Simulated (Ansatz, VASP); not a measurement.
**GaAs in VASP and in Ansatz**

```xyz
2
Lattice="0.0000 2.8727 2.8727 2.8727 0.0000 2.8727 2.8727 2.8727 0.0000" Properties=species:S:1:pos:R:3 pbc="T T T"
Ga    0.0000    0.0000    0.0000
As    1.4363    1.4363    1.4363
```

Alike in both runs: task relaxation of cell and atoms; functional PBE; dispersion D3(BJ); k mesh 12 × 12 × 12; occupations gaussian, width 0.02 eV; no spin polarisation.

|  | VASP | Ansatz |
| --- | --- | --- |
| version | VASP 6.6.1 | Ansatz 0.2.0 |
| potentials or method | VASP PAW PBE potentials, release 64 (Ga_d, As) | scalar-relativistic, plane waves, PAW |
| plane-wave cutoff (eV) | 600 | 420 |
| valence electrons in the cell | 18 | 28 |

|  | VASP | Ansatz | Ansatz less VASP |
| --- | --- | --- | --- |
| gap on the k mesh at the Fermi level, each at its own relaxed structure (eV) | 0.41 | 0.43 | +0.017 |
| relaxed volume (Å³/atom) | 22.91 | 22.85 | -0.064 |
| relaxed cell length with the largest relative difference (Å) | 4.017 | 4.013 | -0.0038 |
| energy change over the relaxation (meV/atom) | -5 | -6 | -0.8 |

The two sets of potentials don't hold the same shells in valence.
